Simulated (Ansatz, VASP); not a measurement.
# As: VASP beside Ansatz

```
As
1.0
     2.64849    0.00000    0.00000
     0.00000    2.64849    0.00000
     0.00000    0.00000    2.64849
As
1
Cartesian
  1.3242 1.3242 1.3242
```

This isn't the form of As at room conditions, which is rhombohedral.

Alike in both runs: task single point; functional r2SCAN; k mesh 10 × 10 × 10; occupations fermi-dirac, width 0.05 eV; no spin polarisation.

|  | VASP | Ansatz |
| --- | --- | --- |
| version | VASP 6.6.1 | Ansatz 0.2.0 |
| potentials or method | VASP PAW PBE potentials, release 64 (As) | Ansatz PAW |
| plane-wave cutoff (eV) | 520 | 500 |
| valence electrons in the cell | 5 | 15 |

```csv
,VASP,Ansatz,Ansatz less VASP
gap on the k mesh at the Fermi level (eV),none,none,-
pressure (GPa),6.3,6.3,-0.03
```

A gap of «none» marks a metal or a gap that the smearing closes. The two sets of potentials don't hold the same shells in valence.

Caveats: the PAW data sets were made with another functional, which shifts forces and pressure a little (VASP); the PAW data sets come from PBE, with cores solved anew for the run's functional, which leaves a small shift of forces and pressure (Ansatz).
